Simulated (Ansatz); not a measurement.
**AlGa$_{3}$N$_{4}$: the gap under pressure**

AlGa$_{3}$N$_{4}$, P-43m, a = 4.468 Å. The structure is a Materials Project entry; whether it is the stable form wasn't checked. Ansatz: PBEsol, PAW, 420 eV, Γ-centred 6×6×6 mesh on 8 atoms, Gaussian smearing 0.02 eV; no spin polarisation. Cell and atoms are relaxed at each pressure, and no other structure is tried, so the rows at high pressure may lie past a change of phase. The gap is sought over the whole zone. The pressures are the targets, met within 0.04 GPa.

| P (GPa) | gap y (eV) |
| --- | --- |
| -1.0 | ? |
| 0.0 | 2.290 |
| 1.0 | 2.327 |
| 4.0 | 2.431 |
| 12.0 | 2.679 |
| 25.0 | 3.025 |

Problem. Fit y = E0 + αP + βP² to the other rows and predict the missing gap.

Solution. Least squares on the rows shown. y = 2.2916 + 0.035216 P − 0.00023563 P². So α = 35.2 meV/GPa at zero pressure. With a term in P³ added, the coefficient of P becomes 0.03693, 5 % more, which shows how far this figure hangs on the form. At P = -1.0 the fit asked for gives 2.256 eV. The run gave 2.253 eV, so the fit is 0.003 eV too high, a small miss on the scale of the series.

Semilocal functionals give gaps under the measured ones; changes of the gap mostly carry over better.